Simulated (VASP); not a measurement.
# MgO (P6_3mc) in VASP: single point with HSE06

Aim: the single point of MgO with HSE06.

All numbers are computed with VASP 6.6.1; they aren't measurements. Logs are shortened: lines on timing, memory, paths and dates and some standing lists are left out, and cuts for length are marked.

## (1) The crystal as given

Symmetry: P6_3mc, No. 186, hexagonal system. The conventional cell has a = 3.300 Å, b = 3.300 Å, c = 5.009 Å, α = 90.00°, β = 90.00°, γ = 120.00°. Mg (site symmetry 3m) is surrounded by 4 O at 1.97 to 1.99 Å. Around O (site symmetry 3m) lie 4 Mg at 1.97 to 1.99 Å.

Measurements of this composition are mostly on another form, of space group No. 225.

## (2) Single point, HSE06

The input, POSCAR:

```
MgO
1.0
    3.3004900000      0.0000000000      0.0000000000
   -1.6502500000      2.8583100000      0.0000000000
    0.0000000000      0.0000000000      5.0086300000
Mg O
2 2
Direct
    0.3333300000      0.6666700000      0.0034600000
    0.6666700000      0.3333300000      0.5034600000
    0.3333300000      0.6666700000      0.4011400000
    0.6666700000      0.3333300000      0.9011400000
```

The input, INCAR.step1:

```
PREC = Accurate
ENCUT = 520
EDIFF = 1E-5
ISMEAR = 0
SIGMA = 0.02
LREAL = F
LASPH = T
NELM = 80
ALGO = Normal
ISIF = 2
LWAVE = T
LCHARG = F
GGA = PE
```

The input, INCAR.step2:

```
PREC = Accurate
ENCUT = 520
EDIFF = 1E-6
ISMEAR = 0
SIGMA = 0.02
LREAL = F
LASPH = T
NELM = 80
ALGO = Normal
ISIF = 2
LWAVE = F
LCHARG = F
GGA = PE
LHFCALC = T
HFSCREEN = 0.2
PRECFOCK = Fast
ISTART = 1
```

The input, KPOINTS:

```
regular mesh
0
Gamma
  6 6 4
```

Potentials or basis: VASP PAW PBE potentials, release 64 (Mg, O).

Run with:

```
cat potpaw_PBE.64/Mg/POTCAR potpaw_PBE.64/O/POTCAR > POTCAR
cp INCAR.step1 INCAR
mpirun -np 1 vasp_std > vasp.out
cp INCAR.step2 INCAR
mpirun -np 1 vasp_std > vasp.out
```

OUTCAR:

```text
PREC = Accurate
   ENCUT = 520
   EDIFF = 1E-6
   ISMEAR = 0
   LREAL = F
   LASPH = T
   NELM = 80
   ISIF = 2
   GGA = PE
   LHFCALC = T
   HFSCREEN = 0.2
   PRECFOCK = Fast
   ISTART = 1

 ion  position               nearest neighbor table
   1  0.333  0.667  0.003-   4 1.97   4 1.97   4 1.97   3 1.99   2 3.15   2 3.15   2 3.15   2 3.15
                             2 3.15   2 3.15
   2  0.667  0.333  0.503-   3 1.97   3 1.97   3 1.97   4 1.99   1 3.15   1 3.15   1 3.15   1 3.15
                             1 3.15   1 3.15
   3  0.333  0.667  0.401-   2 1.97   2 1.97   2 1.97   1 1.99
   4  0.667  0.333  0.901-   1 1.97   1 1.97   1 1.97   2 1.99

  LATTYP: Found a hexagonal cell.
 ALAT       =     3.3004900000
 C/A-ratio  =     1.5175413348

  Lattice vectors:

 A1 = (   3.3004900000,   0.0000000000,   0.0000000000)
 A2 = (  -1.6502500000,   2.8583100000,   0.0000000000)
 A3 = (   0.0000000000,   0.0000000000,   5.0086300000)

Analysis of symmetry for initial positions (statically):
=====================================================================
 Subroutine PRICEL returns:
 Original cell was already a primitive cell.

 Routine SETGRP: Setting up the symmetry group for a
 hexagonal supercell.

 Subroutine GETGRP returns: Found  4 space group operations
 (whereof  2 operations were pure point group operations)
 out of a pool of 24 trial point group operations.

The static configuration has the point symmetry C_1h.
 The point group associated with its full space group is C_2v.

Analysis of symmetry for dynamics (positions and initial velocities):
=====================================================================
 Subroutine PRICEL returns:
 Original cell was already a primitive cell.

 Routine SETGRP: Setting up the symmetry group for a
 hexagonal supercell.

 Subroutine GETGRP returns: Found  4 space group operations
 (whereof  2 operations were pure point group operations)
 out of a pool of 24 trial point group operations.

The dynamic configuration has the point symmetry C_1h.
 The point group associated with its full space group is C_2v.

 Subroutine INISYM returns: Found  4 space group operations
[... 116 lines left out ...]
   ISMEAR =     0;   SIGMA  =   0.02  broadening in eV -4-tet -1-fermi 0-gaus
   EFERMI_NEDOS =   21; number of points for ismear=-14 and -15
   IALGO  =     38    algorithm
   IMIX   =      1    mixing-type and parameters
     AMIX     =   0.40;   BMIX     =  1.00
     AMIX_MAG =   1.60;   BMIX_MAG =  1.00
  volume/ion in A,a.u.               =      11.81        79.72
  Fermi-wavevector in a.u.,A,eV,Ry     =   1.141071  2.156311 17.715365  1.302043
  Thomas-Fermi vector in A             =   2.277772
   LORBIT       =      0    0 simple, 1 ext, 2 COOP (PROOUT), +10 PAW based schemes
   GGA     = PE    functional components
   LHFCALC =     T    Hartree Fock is set to
   PRECFOCK=fast      Normal, Fast or Accurate (Low or Medium for compatibility)
   ENCUT4O =  -1.0   cutoff for four orbital integrals eV
   NKREDX  =     1    reduce k-point grid by
   NKREDY  =     1    reduce k-point grid by
   NKREDZ  =     1    reduce k-point grid by
   AEXX    =    0.2500 exact exchange contribution
   HFSCREEN=    0.2000 screening length (either q_TF or 0.3 A-1)
   HFSCREENC=   0.2000 screening length for correlation (either q_TF or 0.3 A-1)
   ENCUTFOCK=  -1.0 apply spherical cutoff to Coloumb kernel
   IVDW    =     0    specifies the selected vdW correction
   LEPSILON=     F    determine dielectric tensor
   LRPA    =     F    only Hartree local field effects (RPA)
 non-spin polarized calculation
 Gauss-broadening in eV      SIGMA  =   0.02
  energy-cutoff  :      520.00
  volume of cell :       47.25
 maximum number of plane-waves:      1288
 NGX is ok and might be reduce to    28
  NGX = 14; NGY = 14; NGZ = 24

 number of electron      15.9999996 magnetization

 Free energy of the ion-electron system (eV)
  ---------------------------------------------------
  ext. energy  EPLUGINS =         0.00000000
  ---------------------------------------------------
  free energy    TOTEN  =       -28.07038032 eV

  energy without entropy =      -28.07038032  energy(sigma->0) =      -28.07038032

 E-fermi :  -0.0170     XC(G=0):  -8.0154

 val. band max:       -0.1131284552   @ k =   0.0000   0.0000   0.0000
 cond. band min:       4.9848022962   @ k =   0.0000   0.0000   0.0000
 fundamental gap:      5.0979307514
 Fermi energy:        -0.0169753172

 k-point     1 :       0.0000    0.0000    0.0000
  band No.  band energies     occupation
      1     -17.8595      2.00000
      2     -17.0214      2.00000
      3      -3.5929      2.00000
      4      -0.9221      2.00000
      5      -0.9220      2.00000
      6      -0.5540      2.00000
      7      -0.5539      2.00000
      8      -0.1131      2.00000
      9       4.9848      0.00000
     10      10.2246      0.00000
     11      12.1885      0.00000
     12      15.9747      0.00000
[... 331 lines left out ...]
 k-point    24 :      -0.1667    0.5000    0.2500
  band No.  band energies     occupation
      1     -17.1480      2.00000
      2     -16.9545      2.00000
      3      -3.2162      2.00000
      4      -2.7882      2.00000
      5      -1.9205      2.00000
      6      -1.3417      2.00000
      7      -1.1649      2.00000
      8      -0.6167      2.00000
      9       9.2882      0.00000
     10       9.8051      0.00000
     11      11.7668      0.00000
     12      12.7989      0.00000

 [... further k-points ...]

------------------------ aborting loop because EDIFF is reached ----------------------------------------

  FORCE on cell =-STRESS in cart. coord.  units (eV):
  Direction    XX          YY          ZZ          XY          YZ          ZX
  --------------------------------------------------------------------------------------
  -------------------------------------------------------------------------------------
  Total       -0.2166627     -0.2154088     -0.0867904      0.0010866      0.0000000      0.0000000
  in kB       -7.3466293     -7.3041092     -2.9429019      0.0368442      0.0000000      0.0000000
  external PRESSURE =      -5.8645468 kB  Pullay stress =       0.0000000 kB

 VOLUME and BASIS-vectors are now :
 -----------------------------------------------------------------------------
  energy-cutoff  :      520.00
  volume of cell :       47.25
      direct lattice vectors                 reciprocal lattice vectors
     3.300490000  0.000000000  0.000000000     0.302985314  0.174929072  0.000000000
    -1.650250000  2.858310000  0.000000000     0.000000000  0.349857083  0.000000000
     0.000000000  0.000000000  5.008630000     0.000000000  0.000000000  0.199655395

 POSITION                                       TOTAL-FORCE (eV/Angst)
 -----------------------------------------------------------------------------------
     -0.00002      1.90555      0.01733         0.000330     -0.000191      0.020681
      1.65026      0.95276      2.52164        -0.000330      0.000191      0.020681
     -0.00002      1.90555      2.00916         0.000344     -0.000199     -0.020681
      1.65026      0.95276      4.51348        -0.000344      0.000199     -0.020681
 -----------------------------------------------------------------------------------
    total drift:                               -0.000000     -0.000000      0.000862

  FREE ENERGIE OF THE ION-ELECTRON SYSTEM (eV)
  ---------------------------------------------------
  free  energy   TOTEN  =       -28.0703803232 eV

  energy  without entropy=      -28.0703803232  energy(sigma->0) =      -28.07038032
```

OUTCAR.step1:

```text
PREC = Accurate
   ENCUT = 520
   EDIFF = 1E-5
   ISMEAR = 0
   LREAL = F
[... 595 lines left out ...]
     -0.00002      1.90555      0.01733         0.000333     -0.000192     -0.001088
      1.65026      0.95276      2.52164        -0.000333      0.000192     -0.001088
     -0.00002      1.90555      2.00916         0.000336     -0.000194      0.001088
      1.65026      0.95276      4.51348        -0.000336      0.000194      0.001088
 -----------------------------------------------------------------------------------
    total drift:                               -0.000000     -0.000000      0.000638

  FREE ENERGIE OF THE ION-ELECTRON SYSTEM (eV)
  ---------------------------------------------------
  free  energy   TOTEN  =       -23.5210339728 eV

  energy  without entropy=      -23.5210339728  energy(sigma->0) =      -23.52103397
```

OSZICAR.step1:

```text
N       E                     dE             d eps       ncg     rms          rms(c)
DAV:   1     0.760120361647E+02    0.76012E+02   -0.78754E+03   936   0.118E+03
DAV:   2    -0.226077533279E+02   -0.98620E+02   -0.90709E+02  1324   0.242E+02
DAV:   3    -0.277628948512E+02   -0.51551E+01   -0.51342E+01  1176   0.600E+01
DAV:   4    -0.277941652333E+02   -0.31270E-01   -0.31268E-01   972   0.549E+00
DAV:   5    -0.277943635922E+02   -0.19836E-03   -0.19836E-03  1156   0.432E-01    0.117E+01
DAV:   6    -0.235721742553E+02    0.42222E+01   -0.17386E+01  1004   0.349E+01    0.390E+00
DAV:   7    -0.235252344860E+02    0.46940E-01   -0.21143E-01   944   0.481E+00    0.218E+00
DAV:   8    -0.235217977086E+02    0.34368E-02   -0.86335E-02   968   0.423E+00    0.415E-01
DAV:   9    -0.235205922093E+02    0.12055E-02   -0.16249E-02  1124   0.115E+00    0.151E-01
DAV:  10    -0.235210173079E+02   -0.42510E-03   -0.11525E-03   936   0.367E-01    0.288E-02
DAV:  11    -0.235210325677E+02   -0.15260E-04   -0.53588E-05  1016   0.701E-02    0.107E-02
DAV:  12    -0.235210339728E+02   -0.14051E-05   -0.46770E-06   624   0.199E-02
   1 F= -.23521034E+02 E0= -.23521034E+02  d E =-.215423E-19
```

Run time: 17 min. Hardware: 1 thread of Intel Xeon Platinum 8488C (Sapphire Rapids), shared host; peak memory 0.29 GiB.

Results:

* Free energy: -28.0704 eV
* Pressure: -0.6 GPa
* Largest force: 0.021 eV/Å
* Band gap on the k mesh: 5.10 eV, direct

Forces in eV/Å, atoms in the order of the input:
```
Mg   0.000  0.000  0.021
Mg   0.000  0.000  0.021
O    0.000  0.000 -0.021
O    0.000  0.000 -0.021
```

Levels at points of the mesh, in eV from the valence-band top:
```tsv
k point	band 6	band 7	band 8	band 9	band 10	band 11
(0.00, 0.00, 0.00)	-0.44	-0.44	0.00	5.10	10.34	12.30
(0.50, 0.00, 0.00)	-1.38	-0.87	-0.54	9.55	9.83	11.06
(0.50, 0.50, 0.00)	-1.38	-0.87	-0.54	9.55	9.83	11.06
(0.00, 0.00, 0.50)	-0.63	-0.63	-0.63	7.69	7.69	15.15
(0.50, 0.00, 0.50)	-0.99	-0.77	-0.77	9.10	9.10	12.83
(0.50, 0.50, 0.50)	-0.99	-0.77	-0.77	9.10	9.10	12.83
```

Caveat: the PAW data sets were made with another functional, which shifts forces and pressure a little.
